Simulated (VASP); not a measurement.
The system is PbS (Galena).

```
CELL_PARAMETERS angstrom
0.00000 2.96575 2.96575
2.96575 0.00000 2.96575
2.96575 2.96575 0.00000
ATOMIC_POSITIONS crystal
Pb 0.00000 0.00000 0.00000
S 0.50000 0.50000 0.50000
```

Base run:

* Program: VASP 6.6.1
* Functional: MS2
* Potentials or basis: VASP PAW PBE potentials, release 64 (Pb_d, S)
* Cutoff: 520 eV
* k mesh: 8 × 8 × 8
* Occupations: fermi-dirac, width 0.05 eV
* Spin: no spin polarisation

Its results: band gap on the k mesh 0.43 eV, direct; pressure 0.4 GPa.

Problem. The run is repeated on the same cell with these changes: functional from MS2 to PBE; occupations from fermi-dirac, width 0.05 eV to gaussian, width 0.012 eV. What comes out?

Solution. Band gap on the k mesh 0.36 eV, direct; pressure 2.1 GPa.

Caveats: spin-orbit coupling is left out, which as a rule narrows the gap of such compounds by several tenths of an eV; the PAW data sets were made with another functional, which shifts forces and pressure a little (some runs).
